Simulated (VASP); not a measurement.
# S (I4/mmm) in VASP: notebook

One crystal, S, is run at these levels: PBE+D3(BJ); tasks: single point.

Everything below comes from runs of VASP 6.6.1. Logs are shortened: lines on timing, memory, paths and dates and some standing lists are left out, and cuts for length are marked.

## Step 1: Starting point

Symmetry: I4/mmm, No. 139, tetragonal system. Conventional cell: a = 2.464 Å, b = 2.464 Å, c = 5.227 Å, α = 90.00°, β = 90.00°, γ = 90.00°. Around S (site symmetry 4/mmm) lie 4 S at 2.46 Å.

This isn't the form of S at room conditions, which is orthorhombic, of S8 rings.

## Step 2: Single point, PBE+D3(BJ)

INCAR

```
SYSTEM = S
PREC     = Accurate       ! precision mode
ENCUT    = 520            ! plane-wave cutoff, eV
EDIFF    = 1E-7           ! SCF threshold, eV
ISMEAR   = 0              ! smearing method
SIGMA    = 0.15           ! smearing width, eV
LREAL    = .False.        ! projectors in reciprocal space
LASPH    = .True.         ! aspherical terms in the spheres
NELM     = 100            ! most SCF steps
ALGO     = Fast           ! electronic algorithm
ISIF     = 2              ! what is computed and relaxed
LWAVE    = .False.        ! write WAVECAR
LCHARG   = .False.        ! write CHGCAR
GGA      = PE             ! functional
IVDW     = 12             ! dispersion correction
NBANDS   = 9              ! bands
```

KPOINTS

```
regular mesh
0
Gamma
  22 22 22
  0 0 0
```

POSCAR

```
S
1.0
    0.0000000000      1.7422255004      2.6133382505
    1.7422255004      0.0000000000      2.6133382505
    1.7422255004      1.7422255004      0.0000000000
S
1
Direct
    0.0000000000      0.0000000000      0.0000000000
```

Potentials or basis: VASP PAW PBE potentials, release 64 (S).

Started as:

```
> cat potpaw_PBE.64/S/POTCAR > POTCAR
> mpirun -np 1 vasp_std > vasp.out
```

OUTCAR:

```text
SYSTEM = S
   PREC = Accurate
   ENCUT = 520
   EDIFF = 1E-7
   ISMEAR = 0
   LREAL = .False.
   LASPH = .True.
   NELM = 100
   ISIF = 2
   GGA = PE
   IVDW = 12
 IVDW          = 12

 ion  position               nearest neighbor table
   1  0.000  0.000  0.000-

  LATTYP: Found a body centered tetragonal cell.
 ALAT       =     2.4638789314
 C/A-ratio  =     2.1213203435

  Lattice vectors:

 A1 = (  -1.7422255004,   0.0000000000,   2.6133382505)
 A2 = (   1.7422255004,   0.0000000000,   2.6133382505)
 A3 = (   0.0000000000,   1.7422255004,  -2.6133382505)

Analysis of symmetry for initial positions (statically):
=====================================================================
 Subroutine PRICEL returns:
 Original cell was already a primitive cell.

 Routine SETGRP: Setting up the symmetry group for a
 body centered tetragonal supercell.

 Subroutine GETGRP returns: Found 16 space group operations
 (whereof 16 operations were pure point group operations)
 out of a pool of 16 trial point group operations.

The static configuration has the point symmetry D_4h.

Analysis of symmetry for dynamics (positions and initial velocities):
=====================================================================
 Subroutine PRICEL returns:
 Original cell was already a primitive cell.

 Routine SETGRP: Setting up the symmetry group for a
 body centered tetragonal supercell.

 Subroutine GETGRP returns: Found 16 space group operations
 (whereof 16 operations were pure point group operations)
 out of a pool of 16 trial point group operations.

The dynamic configuration has the point symmetry D_4h.

 Subroutine INISYM returns: Found 16 space group operations
 (whereof 16 operations are pure point group operations),
 and found     1 'primitive' translations

----------------------------------------------------------------------------------------

                                     Primitive cell

  volume of cell :      15.8648

  direct lattice vectors                    reciprocal lattice vectors
     0.000000000  1.742225500  2.613338251    -0.286989256  0.286989256  0.191326171
     1.742225500  0.000000000  2.613338251     0.286989256 -0.286989256  0.191326171
     1.742225500  1.742225500  0.000000000     0.286989256  0.286989256 -0.191326171

  length of vectors
     3.140841687  3.140841687  2.463878931     0.448699643  0.448699643  0.448699643

  position of ions in fractional coordinates (direct lattice)
     0.000000000  0.000000000  0.000000000

  ion indices of the primitive-cell ions
   primitive index   ion index
                 1           1

----------------------------------------------------------------------------------------

 KPOINTS: regular mesh

Automatic generation of k-mesh.
 Grid dimensions read from file:
 generate k-points for:   22   22   22

 Generating k-lattice:

  Cartesian coordinates                     Fractional coordinates (reciprocal lattice)
    -0.013044966  0.013044966  0.008696644     0.045454545  0.000000000  0.000000000
     0.013044966 -0.013044966  0.008696644     0.000000000  0.045454545  0.000000000
     0.013044966  0.013044966 -0.008696644     0.000000000  0.000000000  0.045454545

  Length of vectors
     0.020395438  0.020395438  0.020395438

  Shift w.r.t. Gamma in fractional coordinates (k-lattice)
     0.000000000  0.000000000  0.000000000

 Subroutine IBZKPT returns following result:
 ===========================================

 Found    834 irreducible k-points:

 Following reciprocal coordinates:
            Coordinates               Weight
  0.000000  0.000000  0.000000      1.000000
  0.045455  0.000000  0.000000      8.000000
  0.090909  0.000000  0.000000      8.000000
  0.136364  0.000000  0.000000      8.000000
  0.181818  0.000000  0.000000      8.000000
  0.227273  0.000000  0.000000      8.000000
[... 16 lines left out ...]
  0.500000  0.045455  0.000000      8.000000
 -0.454545  0.045455  0.000000      8.000000
 [... further k-points ...]
   k-points           NKPTS =    834   k-points in BZ     NKDIM =    834   number of bands    NBANDS=      9
   number of dos      NEDOS =    301   number of ions     NIONS =      1
   total plane-waves  NPLWV =  10368
   dimension x,y,z NGX =    24 NGY =   24 NGZ =   18
   dimension x,y,z NGXF=    48 NGYF=   48 NGZF=   36
   ions per type =               1
   NGX,Y,Z   is equivalent  to a cutoff of  12.70, 12.70, 12.15 a.u.
   NGXF,Y,Z  is equivalent  to a cutoff of  25.41, 25.41, 24.29 a.u.
 SYSTEM =  S
   PREC   = accura    normal or accurate (medium, high low for compatibility)
   ISTART =      0    job   : 0-new  1-cont  2-samecut
   ICHARG =      2    charge: 1-file 2-atom 10-const
   ISPIN  =      1    spin polarized calculation?
   LNONCOLLINEAR =      F non collinear calculations
   LSORBIT =      F    spin-orbit coupling
   LASPH  =      T    aspherical Exc in radial PAW
   ENCUT  =  520.0 eV  38.22 Ry    6.18 a.u.   5.84  5.84  4.58*2*pi/ulx,y,z
   NELM   =    100;   NELMIN=  2; NELMDL= -5     # of ELM steps
   EDIFF  = 0.1E-06   stopping-criterion for ELM
   LREAL  =      F    real-space projection
   EDIFFG = 0.1E-05   stopping-criterion for IOM
   NSW    =      0    number of steps for IOM
   IBRION =     -1    ionic relax: 0-MD 1-quasi-New 2-CG
   NFREE  =      0    steps in history (QN), initial steepest desc. (CG)
   ISIF   =      2    stress and relaxation
   ISYM   =      2    0-nonsym 1-usesym 2-fastsym
   POTIM  = 0.5000    time-step for ionic-motion
   TEBEG  =    0.0;   TEEND  =   0.0 temperature during run
   PSTRESS=    0.0 pullay stress
   NELECT =       6.0000    total number of electrons
   NUPDOWN=      -1.0000    fix difference up-down
   EMIN   =  10.00;   EMAX   =-10.00  energy-range for DOS
   EFERMI =   0.00;   METHOD = LEGACY
   ISMEAR =     0;   SIGMA  =   0.15  broadening in eV -4-tet -1-fermi 0-gaus
   EFERMI_NEDOS =   21; number of points for ismear=-14 and -15
   IALGO  =     68    algorithm
   IMIX   =      4    mixing-type and parameters
     AMIX     =   0.40;   BMIX     =  1.00
     AMIX_MAG =   1.60;   BMIX_MAG =  1.00
  volume/ion in A,a.u.               =      15.86       107.06
  Fermi-wavevector in a.u.,A,eV,Ry     =   1.183897  2.237240 19.070080  1.401611
  Thomas-Fermi vector in A             =   2.320122
   LORBIT       =      0    0 simple, 1 ext, 2 COOP (PROOUT), +10 PAW based schemes
   GGA     = PE    functional components
   LHFCALC =     F    Hartree Fock is set to
   AEXX    =    0.0000 exact exchange contribution
   IVDW    =    12    specifies the selected vdW correction
   LEPSILON=     F    determine dielectric tensor
   LRPA    =     F    only Hartree local field effects (RPA)
 non-spin polarized calculation
 RMM-DIIS sequential band-by-band and
 Gauss-broadening in eV      SIGMA  =   0.15
  energy-cutoff  :      520.00
  volume of cell :       15.86
 maximum number of plane-waves:       442
   NGX = 11   NGY = 11   NGZ =  9

 number of electron       6.0000001 magnetization

 Free energy of the ion-electron system (eV)
  ---------------------------------------------------
  ext. energy  EPLUGINS =         0.00000000
  ---------------------------------------------------
  free energy    TOTEN  =        -3.21925664 eV

  energy without entropy =       -3.20816975  energy(sigma->0) =       -3.21371319

 E-fermi :   7.3785     XC(G=0): -11.0568

 val. band max:        7.3778048618   @ k =   0.1818   0.0455   0.0909
 cond. band min:       7.3786558968   @ k =  -0.3182   0.1364   0.3636
 fundamental gap:      0.0008510349
 Fermi energy:         7.3784661991

 k-point     1 :       0.0000    0.0000    0.0000
  band No.  band energies     occupation
      1      -9.6236      2.00000
      2       7.7392      0.00067
      3      11.5520      0.00000
      4      11.5520      0.00000
      5      15.6175      0.00000
      6      16.9867      0.00000
      7      22.7694      0.00000
      8      23.2925      0.00000
      9      23.2925      0.00000

 k-point     2 :       0.0455    0.0000    0.0000
  band No.  band energies     occupation
      1      -9.5716      2.00000
      2       7.6869      0.00364
      3      11.1297      0.00000
      4      11.5703      0.00000
      5      15.7270      0.00000
      6      17.3034      0.00000
      7      22.6615      0.00000
      8      22.9397      0.00000
      9      23.3570      0.00000

 k-point     3 :       0.0909    0.0000    0.0000
  band No.  band energies     occupation
      1      -9.4159      2.00000
      2       7.5388      0.13073
      3      10.1073      0.00000
      4      11.6246      0.00000
      5      16.0181      0.00000
      6      18.0034      0.00000
      7      21.4464      0.00000
      8      23.4454      0.00000
      9      23.5479      0.00000

 k-point     4 :       0.1364    0.0000    0.0000
  band No.  band energies     occupation
      1      -9.1582      2.00000
      2       7.3040      1.51728
      3       8.8365      0.00000
      4      11.7136      0.00000
      5      16.3699      0.00000
      6      18.7402      0.00000
      7      20.2977      0.00000
      8      23.8559      0.00000
      9      24.3030      0.00000
[... 205 lines left out ...]
 k-point    22 :       0.4545    0.0455    0.0000
  band No.  band energies     occupation
      1      -5.7106      2.00000
      2       0.5152      2.00000
      3       6.0682      2.00000
      4      12.5711      0.00000
      5      13.8976      0.00000
      6      20.3994      0.00000
      7      23.3969      0.00000
      8      26.5804      0.00000
      9      28.4085      0.00000

 k-point    23 :       0.5000    0.0455    0.0000
  band No.  band energies     occupation
      1      -5.2526      2.00000
      2      -0.1693      2.00000
      3       6.1593      2.00000
      4      12.6992      0.00000
      5      13.5770      0.00000
      6      20.6127      0.00000
      7      23.0582      0.00000
      8      27.0102      0.00000
      9      28.5780      0.00000

 k-point    24 :      -0.4545    0.0455    0.0000
  band No.  band energies     occupation
      1      -5.1570      2.00000
      2      -0.3209      2.00000
      3       6.3008      2.00000
      4      12.7683      0.00000
      5      13.4273      0.00000
      6      20.7117      0.00000
      7      22.9355      0.00000
      8      26.4742      0.00000
      9      28.2107      0.00000

 [... further k-points ...]

------------------------ aborting loop because EDIFF is reached ----------------------------------------

 Edisp (eV)   -0.38513

 E8    (eV) :    -0.1387

  FORCE on cell =-STRESS in cart. coord.  units (eV):
  Direction    XX          YY          ZZ          XY          YZ          ZX
  --------------------------------------------------------------------------------------
  -------------------------------------------------------------------------------------
  Total      -0.83593    -0.83593     1.42168     0.00000    -0.00000     0.00000
  in kB     -84.42034   -84.42034   143.57433     0.00000    -0.00000     0.00000
  external pressure =       -8.42 kB  Pullay stress =        0.00 kB

 VOLUME and BASIS-vectors are now :
 -----------------------------------------------------------------------------
  energy-cutoff  :      520.00
  volume of cell :       15.86
      direct lattice vectors                 reciprocal lattice vectors
     0.000000000  1.742225500  2.613338251    -0.286989256  0.286989256  0.191326171
     1.742225500  0.000000000  2.613338251     0.286989256 -0.286989256  0.191326171
     1.742225500  1.742225500  0.000000000     0.286989256  0.286989256 -0.191326171

 POSITION                                       TOTAL-FORCE (eV/Angst)
 -----------------------------------------------------------------------------------
      0.00000      0.00000      0.00000         0.000000      0.000000      0.000000
 -----------------------------------------------------------------------------------
    total drift:                                0.000000      0.000000      0.000000

  FREE ENERGIE OF THE ION-ELECTRON SYSTEM (eV)
  ---------------------------------------------------
  free  energy   TOTEN  =        -3.6043899850 eV

  energy  without entropy=       -3.5933030966  energy(sigma->0) =       -3.59884654
```

It took 34 s on 1 thread of Intel Xeon Platinum 8559C (Emerald Rapids), shared host; peak memory 0.22 GiB.

What came out:

- Free energy: -3.6044 eV
- Pressure: -0.8 GPa
- Band gap on the k mesh: none (metal or under the smearing width)
- Dispersion energy per atom: -0.385 eV

Caveat: pairwise dispersion overbinds metals, which lowers pressure and volume.

## Step 3: Single point, PBE+D3(BJ)

This run uses another cell than the first one, of the same volume but with other edges.

INCAR

```
PREC = Accurate
ENCUT = 520
EDIFF = 1E-7
ISMEAR = 0
SIGMA = 0.15
LREAL = F
LASPH = T
NELM = 100
ALGO = Fast
ISIF = 2
LWAVE = F
LCHARG = F
GGA = PE
IVDW = 12
NBANDS = 9
```

KPOINTS

```
Automatic mesh
0
Gamma
  22 22 22
```

POSCAR

```
S
1.0
    0.0000000000      2.0216736070      1.9408066627
    2.0216736070      0.0000000000      1.9408066627
    2.0216736070      2.0216736070      0.0000000000
S
1
Direct
    0.0000000000      0.0000000000      0.0000000000
```

Potentials or basis: VASP PAW PBE potentials, release 64 (S).

Started as:

```
> cat potpaw_PBE.64/S/POTCAR > POTCAR
> mpirun -np 1 vasp_std > vasp.out
```

It took 42 s on 1 thread of Intel Xeon Platinum 8559C (Emerald Rapids), shared host; peak memory 0.22 GiB.

The run converged. Its results:

```
Free energy                : -3.2213 eV
Pressure                   : -4.0 GPa
Band gap on the k mesh     : none (metal or under the smearing width)
Dispersion energy per atom : -0.383 eV
```

Stress tensor (GPa, compression positive):
```
-3.07  0.00  0.00
 0.00 -3.07  0.00
 0.00  0.00 -5.82
```

Levels at points of the mesh, in eV from the Fermi level:
```csv
k point,band 1,band 2,band 3,band 4,band 5,band 6,band 7
"(0.00, 0.00, 0.00)",-16.72,3.15,3.15,3.17,11.93,11.93,12.47
"(0.50, 0.00, 0.00)",-12.63,-7.41,1.60,2.12,9.33,10.91,11.85
"(0.50, 0.50, 0.00)",-10.66,-6.19,-1.20,-1.20,5.01,5.66,21.72
"(0.50, 0.00, 0.50)",-11.17,-6.53,-0.85,-0.48,5.57,6.02,21.80
```

Caveat: pairwise dispersion overbinds metals, which lowers pressure and volume.

(Part 1 of 2 ends here.)
